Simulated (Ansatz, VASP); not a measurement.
# Si5H2C5 (armchair SiC ribbon N=10 H edges) in two plane-wave programs

Wanted: the spread between two codes on one cell, functional and k mesh. The structure shown is the start of the Ansatz relaxation below; VASP solves that cell, so the two are compared at the walk's first step.

Main program and level: Ansatz 0.2.0; plane waves, with VASP 6.6.1 beside it; single point at PBE.

**1. The starting structure**

The cell holds 24 atoms: 10 Si, 10 C and 4 H. Cell: a = 23.411 Å, b = 7.000 Å, c = 5.370 Å, α = 90.0°, β = 90.0°, γ = 90.0°. Vacuum lies along a and b. The structure's axis is c.

**2. Ansatz: relaxation, PBE**

Ansatz runs on its default PAW (the set named soft_2) files.

The two programs are compared at the cell with which this relaxation starts, whose forces are those of its first step.

Input file input.yaml:

```yaml
crystal:
  lattice:
    - [23.411, 0.0, 0.0]
    - [0.0, 7.0, 0.0]
    - [0.0, 0.0, 5.37]
  atoms:
    - { symbol: Si, position: [0.202031356, 0.5, 0.0] }
    - { symbol: Si, position: [0.334463586, 0.5, 0.0] }
    - { symbol: Si, position: [0.466895817, 0.5, 0.0] }
    - { symbol: Si, position: [0.599328047, 0.5, 0.0] }
    - { symbol: Si, position: [0.731760277, 0.5, 0.0] }
    - { symbol: C, position: [0.202031356, 0.5, 0.333333333] }
    - { symbol: C, position: [0.334463586, 0.5, 0.333333333] }
    - { symbol: C, position: [0.466895817, 0.5, 0.333333333] }
    - { symbol: C, position: [0.599328047, 0.5, 0.333333333] }
    - { symbol: C, position: [0.731760277, 0.5, 0.333333333] }
    - { symbol: H, position: [0.850505378, 0.5, 0.367783985] }
    - { symbol: H, position: [0.162449656, 0.5, 0.432960894] }
    - { symbol: Si, position: [0.268247471, 0.5, 0.5] }
    - { symbol: Si, position: [0.400679701, 0.5, 0.5] }
    - { symbol: Si, position: [0.533111932, 0.5, 0.5] }
    - { symbol: Si, position: [0.665544162, 0.5, 0.5] }
    - { symbol: Si, position: [0.797976393, 0.5, 0.5] }
    - { symbol: C, position: [0.268247471, 0.5, 0.833333333] }
    - { symbol: C, position: [0.400679701, 0.5, 0.833333333] }
    - { symbol: C, position: [0.533111932, 0.5, 0.833333333] }
    - { symbol: C, position: [0.665544162, 0.5, 0.833333333] }
    - { symbol: C, position: [0.797976393, 0.5, 0.833333333] }
    - { symbol: H, position: [0.149502371, 0.5, 0.867783985] }
    - { symbol: H, position: [0.837558093, 0.5, 0.932960894] }
kpoints:
  mp_grid: { grid: [1, 1, 15] }
scf:
  occupations: { method: fermi_dirac, width: 0.05 }
hamiltonian:
  xc: pbe
relax:
  cell: { fix: [a, b, alpha, beta, gamma] }
  max_steps: 45
  f_tol: 0.03
```

The run is started by

```
$ ansatz run input.yaml --threads 4 --pin off --max-ram 16384MiB --backend cpu --events-out ev --progress --plain --runs-dir out
```

Numbers of over 12 decimals in the logs are rounded to 6 here.

The program printed:

```text
Engine: ansatz 0.2.0, aarch64-unknown-linux-gnu
Pseudopotentials: kind: paw
Pseudopotential: Si, paw, valence charge 4, recommended cutoff 420 eV (normal), Si.paw.azcp
Pseudopotential: C, paw, valence charge 4, recommended cutoff 420 eV (normal), C.paw.azcp
Pseudopotential: H, paw, valence charge 1, recommended cutoff 420 eV (normal), H.paw.azcp
Functional definition: PBE
  parameter kappa = 0.804
  parameter beta = 0.066725
  exchange = pbe_x(kappa = kappa, mu = beta*pi^2/3)
  correlation = pbe_c(beta = beta)
Crystal: 24 atoms, lattice volume = 880.019 Å³
Basis set: ecut = 420 eV, 17181 PW (Γ), exchange–correlation on 320×96×72 points (8 copies of the dense FFT grid, shifted against one another)
Bands: 66, of which v1, the nominal top of the filled ones, is band 42 counted from 1 (41 counted from 0)
Symmetry: 4 space group operations
Space group: Pmc21 (ITA 26), of the structure as read, at distance tolerance 9.6e-5 Å
k-points: 8 of 15 (time reversal used)
Non-local potential: Si, projectors of the file, l = 0: 2, l = 1: 2, l = 2: 2
Non-local potential: C, projectors of the file, l = 0: 2, l = 1: 2, l = 2: 1
Non-local potential: H, projectors of the file, l = 0: 2, l = 1: 1
PAW form: soft (Blöchl's): semilocal exchange-correlation on the pseudo side does not see the compensation charge
PAW one-centre angular grid: Si, 110 points (default); XC on 64 Gauss nodes
PAW one-centre angular grid: C, 110 points (default); XC on 64 Gauss nodes
PAW one-centre angular grid: H, 110 points (default); XC on 64 Gauss nodes
Initial density: superposition of atomic densities (neutral atoms: chi_scale 0, normalization atom), corrected by the library's trained network
Initial wavefunctions: pseudopotential atomic-orbital guess
Functional: x = pbe(κ = 0.804, μ = 0.219515), c = pbe(β = 0.066725)
SCF iter   1: F=—  HF=-8923.661182 eV  |F-HF|=—  |Δ(HF+E_count)|=         —  Δρ=1.86e-3  dr2=5.37e-2  ethr=1.77e-3  ⟨swp⟩=9.6  Hψ=3269  notcnv=0  defer=49
preconditioner: auto → Resta (q_TF=auto, 1.844 Å⁻¹)  ε∞=2.3  [insulator: Δε(μ)=2.291 eV  Ē_g=10.075 eV  σ=0.050 eV  W_gap=1.00  n_scr=102 (ndim 8)  ℏωp=11.5 eV  f_vac=0.525  D(μ)=0.00/eV (n_scr^D=0)  ε∞_Penn≈2.3  vacuum switching on, ρ_ref=7.4e-3 e/Å³]
SCF iter   2: F=—  HF=-8923.672335 eV  |F-HF|=—  |Δ(HF+E_count)|=   1.12e-2  Δρ=1.03e-3  dr2=1.33e-2  ethr=6.39e-5  ⟨swp⟩=2.5  Hψ=933  notcnv=0  defer=122
SCF iter   3: F=—  HF=-8923.678805 eV  |F-HF|=—  |Δ(HF+E_count)|=   6.47e-3  Δρ=4.16e-4  dr2=4.51e-3  ethr=1.58e-5  ⟨swp⟩=2.4  Hψ=727  notcnv=0  defer=122
SCF iter   4: F=—  HF=-8923.679096 eV  |F-HF|=—  |Δ(HF+E_count)|=   2.91e-4  Δρ=1.26e-4  dr2=2.69e-4  ethr=5.37e-6  ⟨swp⟩=2.2  Hψ=689  notcnv=0  defer=122
SCF iter   5: F=—  HF=-8923.679109 eV  |F-HF|=—  |Δ(HF+E_count)|=   1.33e-5  Δρ=6.11e-5  dr2=4.81e-5  ethr=3.20e-7  ⟨swp⟩=2.1  Hψ=688  notcnv=0  defer=122
SCF iter   6: F=—  HF=-8923.680108 eV  |F-HF|=—  |Δ(HF+E_count)|=   9.99e-4  Δρ=2.47e-5  dr2=1.02e-5  ethr=5.73e-8  ⟨swp⟩=2.0  Hψ=797  notcnv=0  defer=130
SCF iter   7: F=—  HF=-8923.680110 eV  |F-HF|=—  |Δ(HF+E_count)|=   2.05e-6  Δρ=6.24e-6  dr2=4.78e-7  ethr=1.22e-8  ⟨swp⟩=2.0  Hψ=606  notcnv=0  defer=130
SCF iter   8: F=-8923.680110 eV  HF=-8923.680110 eV  |F-HF|=2.50e-8  |Δ(HF+E_count)|=   1.90e-7  Δρ=2.69e-6  dr2=5.62e-8  ethr=1.19e-10  ⟨swp⟩=5.0  Hψ=1819  notcnv=0
SCF 1 converged in 8 iterations: F = -8923.680110 eV  dr2 = 5.62e-8
  greatest PAW one-centre occupation: 0.652 electrons in one spin orbital (limit 2), on the C atom at site 21 (counted from 0), in its partial waves of l = 0
relax step   1: F+E_penalty+E_count = -8923.68011027 eV  Δ(F+E_penalty+E_count) = +0.000e0 eV  max|allowed force component| = 1.891e0 eV/Å  Δτ_max = 0.0000 Å  P = +0.038 GPa  Ω = 880.019 Å³  fix = [a, b, alpha, beta, gamma]  reactions: a +0.123, b +0.364 GPa  (8 SCF iters, dr2 threshold 1.00e-7 eV, accepted)
[...]
relax step   3: F+E_penalty+E_count = -8923.88379677 eV  Δ(F+E_penalty+E_count) = -3.247e-2 eV  max|allowed force component| = 6.198e-2 eV/Å  Δτ_max = 0.0267 Å  P = +0.145 GPa  Ω = 881.436 Å³  energy of the carried Pulay correction = -6.449e-4 eV  fix = [a, b, alpha, beta, gamma]  reactions: a +0.029, b +0.355 GPa  (6 SCF iters, dr2 threshold 2.40e-6 eV, accepted)
[...]
relax step   4: F+E_penalty+E_count = -8923.88409034 eV  Δ(F+E_penalty+E_count) = -2.936e-4 eV  max|allowed force component| = 2.164e-2 eV/Å  Δτ_max = 0.0071 Å  P = +0.110 GPa  Ω = 881.566 Å³  energy of the carried Pulay correction = -7.042e-4 eV  fix = [a, b, alpha, beta, gamma]  reactions: a -0.019, b +0.355 GPa  (5 SCF iters, dr2 threshold 2.40e-7 eV, accepted)
[...]
relax step   5: F+E_penalty+E_count = -8923.88463558 eV  Δ(F+E_penalty+E_count) = -5.452e-4 eV  max|allowed force component| = 2.157e-2 eV/Å  Δτ_max = 0.0000 Å  P = +0.110 GPa  Ω = 881.566 Å³  fix = [a, b, alpha, beta, gamma]  reactions: a -0.020, b +0.355 GPa  stress off target by 3.92e-3 GPa on what of the cell is left free  SCF on the basis re-selected at this cell (its energy is not comparable with the rows above)  (6 SCF iters)
basis re-selected at this cell: Δ(F+E_penalty+E_count) = -5.452e-4 eV, ΔP = +0.000 GPa vs the last step (what re-selecting the basis moved, of the pressure what is left beyond the Pulay correction that the steps carried, after the strain that the cell walked since its last selection, with what the two solves' SCF thresholds leave and, on support functions, any second-order correction that the steps lacked; it is no m [...]
SCF converged after 6 iterations
Free energy (F): -8923.884636 eV
Harris-Foulkes:  -8923.884636 eV  (|F-HF|=1.29e-8)
Internal energy: -8923.884636 eV  (E = F + TS)
E sigma→0 (E₀):  -8923.884636 eV
Fermi energy:    -0.217279 eV
--- Per-component energies (eV) ---
  E_band       = -588.566506
  E_kinetic    = 1366.309032
  E_local      = -11742.709495  (includes V_loc(G=0)·N_el)
  E_nonlocal   = 534.344088
  E_hartree    = 5227.570755
  E_xc         = -1068.091682
  E_vxc        = -1107.523584  (∫ρ·V_xc dr)
  E_paw        = -6122.701731  (= ΣΔE_a)
  E_vpaw       = -94.123441  (= ΣTr[D̂ρ^β])
  E_aug_tail   = -0.005019  (compensation charges beyond the density's cutoff)
  E_ewald      = 2881.399416
  E_smearing   = -0.000000  (= −TS)
  E_closure    = -0.000000  (closes the sum)
  Σ components = -8923.884636   (vs F -8923.884636, Δ=0.00e0)
--- Forces (eV/Å), atoms counted from 1 ---
  atom   1  Si     0.00675130    -0.00000000    -0.00143184
  atom   2  Si     0.00587291    -0.00000000    -0.00000893
  atom   3  Si     0.00061644    -0.00000000    -0.00124231
  atom   4  Si     0.00177243    -0.00000000    -0.00195297
  atom   5  Si     0.00257154    -0.00000000     0.00284427
  atom   6  C     -0.02100295     0.00000000    -0.01606166
  atom   7  C     -0.00198730     0.00000000    -0.00063978
  atom   8  C     -0.00018762     0.00000000     0.00157285
  atom   9  C      0.00057879    -0.00000000     0.00167398
  atom  10  C      0.01222001    -0.00000000    -0.00264758
  atom  11  H     -0.02156672     0.00000000     0.01079654
  atom  12  H      0.00588072    -0.00000000     0.00709754
  atom  13  Si    -0.00257154     0.00000000     0.00284427
  atom  14  Si    -0.00177243     0.00000000    -0.00195297
  atom  15  Si    -0.00061644     0.00000000    -0.00124231
  atom  16  Si    -0.00587291     0.00000000    -0.00000893
  atom  17  Si    -0.00675130     0.00000000    -0.00143184
  atom  18  C     -0.01222001     0.00000000    -0.00264758
  atom  19  C     -0.00057879     0.00000000     0.00167398
  atom  20  C      0.00018762    -0.00000000     0.00157285
  atom  21  C      0.00198730    -0.00000000    -0.00063978
  atom  22  C      0.02100295    -0.00000000    -0.01606166
  atom  23  H      0.02156672    -0.00000000     0.01079654
  atom  24  H     -0.00588072     0.00000000     0.00709754
  max |Σ_I F_I| component: 2.08e-7 eV/Å
--- Stress (GPa, compression-positive) ---
       -0.020111      -0.000000       0.000000
       -0.000000       0.355430       0.000000
        0.000000       0.000000      -0.003922
  P = ⅓ Tr σ = 0.1105 GPa (1.105 kbar)
--- Relaxed structure (4 steps of the walk, 4 accepted, 1 SCFs on fresh bases) ---
  F+E_penalty+E_count = -8923.88463558 eV   max|allowed force component| = 2.157e-2 eV/Å   (the final SCF, on the basis selected at the relaxed cell)
  cell:  # Å, volume = 881.5663 Å³
    - [23.411, 0, 0]
    - [0, 7.0, 0]
    - [0, 0, 5.379439]
  atoms:
    - { symbol: Si, position: [0.204799, 0.5, 0.00764181] }
    - { symbol: Si, position: [0.335180, 0.5, 0.000557887] }
    - { symbol: Si, position: [0.467096, 0.5, -0.000265679] }
    - { symbol: Si, position: [0.599226, 0.5, -0.000172443] }
    - { symbol: Si, position: [0.731701, 0.5, -3.827199604160514e-5] }
    - { symbol: C, position: [0.203094, 0.5, 0.331722] }
    - { symbol: C, position: [0.334574, 0.5, 0.333166] }
    - { symbol: C, position: [0.466832, 0.5, 0.332640] }
    - { symbol: C, position: [0.598909, 0.5, 0.332609] }
    - { symbol: C, position: [0.730874, 0.5, 0.332976] }
    - { symbol: H, position: [0.850466, 0.5, 0.369114] }
    - { symbol: H, position: [0.162026, 0.5, 0.427461] }
    - { symbol: Si, position: [0.268299, 0.5, 0.499962] }
    - { symbol: Si, position: [0.400774, 0.5, 0.499828] }
    - { symbol: Si, position: [0.532904, 0.5, 0.499734] }
    - { symbol: Si, position: [0.664820, 0.5, 0.500558] }
    - { symbol: Si, position: [0.795201, 0.5, 0.507642] }
    - { symbol: C, position: [0.269126, 0.5, 0.832976] }
    - { symbol: C, position: [0.401091, 0.5, 0.832609] }
    - { symbol: C, position: [0.533168, 0.5, 0.832640] }
    - { symbol: C, position: [0.665426, 0.5, 0.833166] }
    - { symbol: C, position: [0.796906, 0.5, 0.831722] }
    - { symbol: H, position: [0.149534, 0.5, 0.869114] }
    - { symbol: H, position: [0.837974, 0.5, 0.927461] }
```

Reading the cycles: dr2 is the Hartree energy of the density residual (eV), the measure of convergence; HF is the Harris–Foulkes estimate of the energy, which meets the free energy F at convergence.

(Continued in part 2 of 2.)

[Lines on the potential files, build, host, timing and source positions are cut from VASP's logs without a mark.]

[Logs are printed without paths, hosts, clocks, repeated set-up lines and the standing remarks that a program may print on its own settings, such as how far it seeks lower states.]

[Hosts, paths, dates, database ids (printed as entryN), source tags and the programs' standing remarks are cut or masked in the printed files.]
